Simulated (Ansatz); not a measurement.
**Mn: how the settings move a single-point run**

How sensitive is a single-point run of Mn to its settings? A reference run comes first, then one run with altered input.

Computed with Ansatz 0.2.0 (reference: DFT, PBE, PAW with Ansatz's default frozen-core files, scalar-relativistic, unless a step's input says otherwise).

### 1 The starting structure

Symmetry: P6_3/mmc, No. 194, hexagonal system. The conventional cell has a = 2.484 Å, b = 2.484 Å, c = 4.026 Å, α = 90.00°, β = 90.00°, γ = 120.00°. Around Mn (site symmetry -6m2) lie 12 Mn at 2.47 to 2.48 Å.

Structure file:

```xyz
2
Lattice="2.4836 0.0000 0.0000 -1.2418 2.1509 0.0000 0.0000 0.0000 4.0262" Properties=species:S:1:pos:R:3 pbc="T T T"
Mn    1.2418    0.7170    3.0196
Mn    0.0000    1.4339    1.0065
```

### 2 Baseline

input.yaml

```yaml
crystal:
  lattice:
    - [2.4836457705, 0.0, 0.0]
    - [-1.2418228852, 2.1509003313, 0.0]
    - [0.0, 0.0, 4.026195]
  atoms:
    - { symbol: Mn, position: [0.6666666667, 0.3333333333, 0.75], spin: 4.0 }
    - { symbol: Mn, position: [0.3333333333, 0.6666666667, 0.25], spin: 4.0 }
magnetization:
  spin_polarized: true
kpoints:
  mp_grid: { grid: [15, 15, 8] }
scf:
  occupations: { method: fermi_dirac, width: 0.05 }
  lower_state_search: "off"
hamiltonian:
  xc: pbe
  pseudopotentials: { kind: paw }
output:
  forces: true
  stress: true
  eigenvalues: true
  populations: true
  dos: { projected: true, de: 0.1, e_range: [-8, 5] }
  write_density: true
  write_potential: true
  elf: true
  volumetric_format: npy
```

Launch:

```sh
$ ansatz run input.yaml --threads 1 --pin off --max-ram 3072MiB --backend cpu --events-out ev --progress --plain --runs-dir out
```

### 3 Variant: hubbard.sites [{species: Mn, l: d, u_eff: 2.0}], hubbard.double_counting amf, ecutwfc 450 eV

Edit input.yaml of step 2 so:

```diff
@@ -18,2 +18,3 @@
   pseudopotentials: { kind: paw }
+  hubbard: { sites: [{ species: Mn, l: d, u_eff: 2.0 }], double_counting: amf }
 output:
@@ -23,6 +24,3 @@
   populations: true
-  dos: { projected: true, de: 0.1, e_range: [-8, 5] }
-  write_density: true
-  write_potential: true
-  elf: true
-  volumetric_format: npy
+basis:
+  ecutwfc: "450 eV"
```

Q: Predict the outcome of this session. Wanted: for each run, ending; energy change; pressure; gap; force.

**Answer**, as computed:

```csv
run,ending,energy change,pressure (GPa),gap (eV),force (eV/Å),cycles,time
reference,converged,0,-1.2,0.00,0.00,14,8.3 s
"1: hubbard.sites [{species: Mn, l: d, u_eff: 2.0}], hubbard.double_counting amf, ecutwfc 450 eV",converged,-1.9 meV/atom (U changed: no physical gain or loss),-1.1,0.00,0.00,16,16 s
```

Times don't compare one to one where runs were asked for different outputs or read a saved state (see the inputs); cycles may leave out searches for a lower state.

Residual by cycle in the longest SCF loop of each run; runs are numbered as in the table. The quantity is the density residual dr2, in eV.

```csv
cycle,reference,run 1
1,0.684,0.685
2,0.256,0.255
4,0.215,0.179
5,0.378,0.125
6,0.0483,0.0143
8,3.6e-5,0.00162
9,4.5e-5,6.3e-4
11,4.6e-8,1.5e-5
12,5.2e-10,3.4e-8
13,4.9e-11,2.1e-7
15,-,6.1e-11
16,-,3.6e-11
```

**Reading.** Changing the Hubbard U and cutoff moves the energy by -1.9 meV/atom. The U term adds an energy of its own, so the shift says nothing about which run is better. A changed U is a change of model: its shifts are not errors of convergence.
